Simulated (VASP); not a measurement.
# W (Im-3m) in VASP: notebook, part 2 of 2

VASP 6.6.1. The steps go on from the part before.

## 6. Single point, PBE

INCAR

```
SYSTEM = W
ADDGRID = .False. ; ALGO = Normal
EDIFF = 1E-7 ; ENCUT = 400
GGA = PE ; ISIF = 2
ISMEAR = 1 ; LASPH = .True.
LCHARG = .False. ; LREAL = .False.
LWAVE = .False. ; NELM = 100
PREC = Accurate ; SIGMA = 0.2
```

KPOINTS

```
k-points
0
Gamma
  15 15 15
  0 0 0
```

POSCAR

```
W
1.0
   -1.5823450000      1.5823450000      1.5823450000
    1.5823450000     -1.5823450000      1.5823450000
    1.5823450000      1.5823450000     -1.5823450000
W
1
Direct
    0.0000000000      0.0000000000      0.0000000000
```

Potentials or basis: VASP PAW PBE potentials, release 64 (W).

Started as:

```sh
$ cat potpaw_PBE.64/W/POTCAR > POTCAR
$ mpirun -np 1 vasp_std > vasp.out
```

OUTCAR:

```text
SYSTEM = W
   EDIFF = 1E-7
   ENCUT = 400
   GGA = PE
   ISIF = 2
   ISMEAR = 1
   LASPH = .True.
   LREAL = .False.
   NELM = 100
   PREC = Accurate

 Found    120 irreducible k-points:

 Following reciprocal coordinates:
            Coordinates               Weight
  0.000000  0.000000  0.000000      1.000000
  0.066667  0.000000  0.000000     12.000000
  0.133333  0.000000  0.000000     12.000000
  0.200000  0.000000  0.000000     12.000000
  0.266667  0.000000  0.000000     12.000000
  0.333333  0.000000  0.000000     12.000000
   k-points           NKPTS =    120   k-points in BZ     NKDIM =    120   number of bands    NBANDS=      7
   number of dos      NEDOS =    301   number of ions     NIONS =      1
   total plane-waves  NPLWV =   5832
   dimension x,y,z NGX =    18 NGY =   18 NGZ =   18
   dimension x,y,z NGXF=    36 NGYF=   36 NGZF=   36
   ions per type =               1
   NGX,Y,Z   is equivalent  to a cutoff of  10.92, 10.92, 10.92 a.u.
   NGXF,Y,Z  is equivalent  to a cutoff of  21.84, 21.84, 21.84 a.u.
 SYSTEM =  W
   PREC   = accura    normal or accurate (medium, high low for compatibility)
   ISTART =      0    job   : 0-new  1-cont  2-samecut
   ICHARG =      2    charge: 1-file 2-atom 10-const
   ISPIN  =      1    spin polarized calculation?
   LNONCOLLINEAR =      F non collinear calculations
   LSORBIT =      F    spin-orbit coupling
   LASPH  =      T    aspherical Exc in radial PAW
   ENCUT  =  400.0 eV  29.40 Ry    5.42 a.u.   4.47  4.47  4.47*2*pi/ulx,y,z
   NELM   =    100;   NELMIN=  2; NELMDL= -5     # of ELM steps
   EDIFF  = 0.1E-06   stopping-criterion for ELM
   LREAL  =      F    real-space projection
   EDIFFG = 0.1E-05   stopping-criterion for IOM
   NSW    =      0    number of steps for IOM
   IBRION =     -1    ionic relax: 0-MD 1-quasi-New 2-CG
   NFREE  =      0    steps in history (QN), initial steepest desc. (CG)
   ISIF   =      2    stress and relaxation
   ISYM   =      2    0-nonsym 1-usesym 2-fastsym
   POTIM  = 0.5000    time-step for ionic-motion
   TEBEG  =    0.0;   TEEND  =   0.0 temperature during run
   PSTRESS=    0.0 pullay stress
   NELECT =       6.0000    total number of electrons
   NUPDOWN=      -1.0000    fix difference up-down
   EMIN   =  10.00;   EMAX   =-10.00  energy-range for DOS
   EFERMI =   0.00;   METHOD = LEGACY
   ISMEAR =     1;   SIGMA  =   0.20  broadening in eV -4-tet -1-fermi 0-gaus
   EFERMI_NEDOS =   21; number of points for ismear=-14 and -15
   IALGO  =     38    algorithm
   IMIX   =      4    mixing-type and parameters
     AMIX     =   0.40;   BMIX     =  1.00
     AMIX_MAG =   1.60;   BMIX_MAG =  1.00
  volume/ion in A,a.u.               =      15.85       106.94
  Fermi-wavevector in a.u.,A,eV,Ry     =   1.184325  2.238049 19.083867  1.402625
  Thomas-Fermi vector in A             =   2.320541
   LORBIT       =      0    0 simple, 1 ext, 2 COOP (PROOUT), +10 PAW based schemes
   GGA     = PE    functional components
   LHFCALC =     F    Hartree Fock is set to
   AEXX    =    0.0000 exact exchange contribution
   IVDW    =     0    specifies the selected vdW correction
   LEPSILON=     F    determine dielectric tensor
   LRPA    =     F    only Hartree local field effects (RPA)
 non-spin polarized calculation
 Methfessel and Paxton  Order N= 1 SIGMA  =   0.20
  energy-cutoff  :      400.00
  volume of cell :       15.85
 maximum number of plane-waves:       321
 NGX is ok and might be reduce to    18
   NGX =  9   NGY =  9   NGZ =  9

 number of electron       6.0000000 magnetization

 Free energy of the ion-electron system (eV)
  ---------------------------------------------------
  ext. energy  EPLUGINS =         0.00000000
  ---------------------------------------------------
  free energy    TOTEN  =       -13.01780311 eV

  energy without entropy =      -13.01981606  energy(sigma->0) =      -13.01847409

 E-fermi :   7.7911     XC(G=0): -13.1448

 val. band max:        7.7599552511   @ k =  -0.3333   0.4000   0.2667
 cond. band min:       7.9061931516   @ k =  -0.2667   0.2667   0.1333
 fundamental gap:      0.1462379005
 Fermi energy:         7.7910551512

 k-point     1 :       0.0000    0.0000    0.0000
  band No.  band energies     occupation
      1      -1.7953      2.00000
      2       6.5676      2.00000
      3       6.5676      2.00000
      4       6.5676      2.00000
      5      10.0455     -0.00000
      6      10.0455     -0.00000
      7      23.0500      0.00000
[... 41 lines left out ...]
 k-point     6 :       0.3333    0.0000    0.0000
  band No.  band energies     occupation
      1       1.4064      2.00000
      2       4.7291      2.00000
      3       6.3425      2.00000
      4       9.7926     -0.00000
      5      10.5033     -0.00000
      6      11.2079     -0.00000
      7      21.5463      0.00000

 [... further k-points ...]

------------------------ aborting loop because EDIFF is reached ----------------------------------------

  FORCE on cell =-STRESS in cart. coord.  units (eV):
  Direction    XX          YY          ZZ          XY          YZ          ZX
  --------------------------------------------------------------------------------------
  -------------------------------------------------------------------------------------
  Total        0.2201208      0.2201208      0.2201208     -0.0000000      0.0000000     -0.0000000
  in kB       22.2539985     22.2539985     22.2539985     -0.0000000      0.0000000     -0.0000000
  external PRESSURE =      22.2539985 kB  Pullay stress =       0.0000000 kB

 VOLUME and BASIS-vectors are now :
 -----------------------------------------------------------------------------
  energy-cutoff  :      400.00
  volume of cell :       15.85
      direct lattice vectors                 reciprocal lattice vectors
    -1.582345000  1.582345000  1.582345000     0.000000000  0.315986716  0.315986716
     1.582345000 -1.582345000  1.582345000     0.315986716  0.000000000  0.315986716
     1.582345000  1.582345000 -1.582345000     0.315986716  0.315986716  0.000000000

 POSITION                                       TOTAL-FORCE (eV/Angst)
 -----------------------------------------------------------------------------------
      0.00000      0.00000      0.00000        -0.000000      0.000000     -0.000000
 -----------------------------------------------------------------------------------
    total drift:                                0.000000     -0.000000      0.000000

  FREE ENERGIE OF THE ION-ELECTRON SYSTEM (eV)
  ---------------------------------------------------
  free  energy   TOTEN  =       -13.0178031110 eV

  energy  without entropy=      -13.0198160571  energy(sigma->0) =      -13.01847409
```

Run time: 5.1 s. Hardware: 1 thread of AMD EPYC 9R45 (Zen 5), shared host; peak memory 0.09 GiB.

The run converged, but some of its settings lie outside the range that counts as converged, so its numbers aren't taken as properties of the crystal.

Results:

```yaml
Free_energy: -13.0178 eV
Pressure: 2.2 GPa
Band_gap_on_the_k_mesh: none (metal or under the smearing width)
```
